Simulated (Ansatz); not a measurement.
# HfO$_{2}$: from supercell energies to defect levels (Hf interstitial)

Method: Ansatz, DFT PBEsol, scalar-relativistic, plane waves, PAW. (420 eV cutoff, 2×2×2 k-mesh, shifted by half a step, Gaussian smearing of 0.01 eV, collinear spin in charge +1, +3 alone)

Host crystal, relaxed:

```xyz
6
Lattice="4.8301 0.0000 0.0000 0.0000 4.8301 0.0000 0.0000 0.0000 3.2097" Properties=species:S:1:pos:R:3 pbc="T T T"
Hf    0.0000    0.0000    0.0000
Hf    2.4151    2.4151    1.6049
O     0.9417    3.8884    1.6049
O     1.4733    1.4733    0.0000
O     3.3568    3.3568    0.0000
O     3.8884    0.9417    1.6049
```

The Hf interstitial was set at (0.050, 0.600, 0.062) of the host cell, in a supercell of 48 sites (599 Å³), relaxed at fixed cell in each charge q. In charges +3, +2, +1, 0 some atom moved by up to 0.6 Å, so the relaxed defect can differ in kind from the start: near the site, 1 O at 1.79 Å, 1 O at 1.86 Å, 1 O at 1.89 Å, 1 Hf at 1.96 Å became 2 O at 2.04 Å, 4 O at 2.12 Å, 2 Hf at 2.81 Å (charge +3); 2 O at 2.08 Å, 4 O at 2.15 Å, 2 Hf at 2.72 Å (charge +2); 2 O at 2.16 Å, 4 O at 2.17 Å, 2 Hf at 2.75 Å (charge +1); 4 O at 2.20 Å, 2 O at 2.22 Å, 2 Hf at 2.77 Å (charge 0). The host's Kohn–Sham gap is 3.89 eV and its static dielectric constant 28.6 (mean). For each charge: the supercell's free energy over the neutral one with q electrons exchanged at the valence band top, F(q) − F(0) + qE_v; the image-charge term; and the term that aligns the potential far from the defect with the host's.

Spin-orbit coupling is left out, which matters for the bands and energies of heavy elements.

| q | F(q) − F(0) + qE_v (eV) | image charge (eV) | alignment (eV) |
| --- | --- | --- | --- |
| +3 | -13.064 | 0.777 | 2.359 |
| +2 | -8.991 | 0.345 | 1.591 |
| +1 | -4.403 | 0.086 | 0.833 |
| 0 | 0.000 | 0.000 | 0.000 |

Problem. Add the terms and find the levels between neighbouring charges, ε(q/q′) = [A(q′) − A(q)]/(q − q′), with and without the two corrections.

Solution. A(q): -9.928 eV for +3, -7.055 eV for +2, -3.484 eV for +1, 0.000 eV for 0.
```csv
level,corrected (eV over E_v),uncorrected (eV)
(+3/+2),2.87,4.07
(+2/+1),3.57,4.59
(+1/0),3.48,4.40
```

As a check, a point charge in a simple cubic cell of this volume has q²αe²/(2εL) = 0.085 q² eV (e² = 14.40 eV Å, α = 2.837, L = 8.43 Å); the shape of the real cell and the anisotropy of ε can change it somewhat. The term grows as q², so it pushes donor levels down and acceptor levels up.

Problem. Which of these charges is lowest with the Fermi level at the valence band top, at mid-gap and at the conduction band bottom?

Solution. The line A(q) + qE_F that lies lowest gives the charge: +3 at E_F = 0.00 eV, +3 at E_F = 1.95 eV, 0 at E_F = 3.89 eV. The level (+2/+1) lies above (+1/0), so charge +1 is never the lowest: a negative-U pattern, with a direct (+2/0) level at 3.53 eV. Charges beyond those computed could lie lower near the band edges.

Problem. The neutral defect forms at 3.59 eV with atoms taken from and returned to the elements. What are the formation energies at those three Fermi levels, and what share of sites would hold the defect at 1200 K with E_F at mid-gap, if the host still stood at that temperature?

Solution. E_f = E_f(0) + A(q) + qE_F = -6.34, -0.50, 3.59 eV. With E_f this low the dilute formula fails: the defect would form in large numbers and pin the Fermi level, or these chemical potentials lie outside the host's range of stability. This is the Hf-rich limit; a poorer supply of Hf, or a competing compound of it, raises E_f. The small cell and the narrow Kohn–Sham gap leave errors of tenths of an eV or more.